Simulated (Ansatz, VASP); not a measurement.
ZnO: VASP beside Ansatz

```
Zn O
1.0
     3.31622    0.00000    0.00000
    -1.65811    2.87193    0.00000
     0.00000    0.00000    5.34123
Zn O
2 2
Direct
  0.33333 0.66667 0.99765
  0.66667 0.33333 0.49765
  0.33333 0.66667 0.37735
  0.66667 0.33333 0.87735
```

Change from the starting cell: hydrostatic strain +2.5%.

Alike in both runs: task single point; functional PBE; k mesh 12 × 12 × 6; occupations fermi-dirac, width 0.02 eV; no spin polarisation.

|  | VASP | Ansatz |
| --- | --- | --- |
| version | VASP 6.6.1 | Ansatz 0.2.0 |
| potentials or method | VASP PAW PBE potentials, release 64 (Zn, O) | plane waves, PAW |
| plane-wave cutoff (eV) | 520 | 420 |
| valence electrons in the cell | 36 | 36 |

Ansatz gave:

```
pressure (GPa)                                  : -3.8
largest component of the traceless stress (GPa) : 0.17
```

Question: What did VASP give for the same quantities?

Answer: Pressure (GPa): -3.0; largest component of the traceless stress (GPa): 0.15.
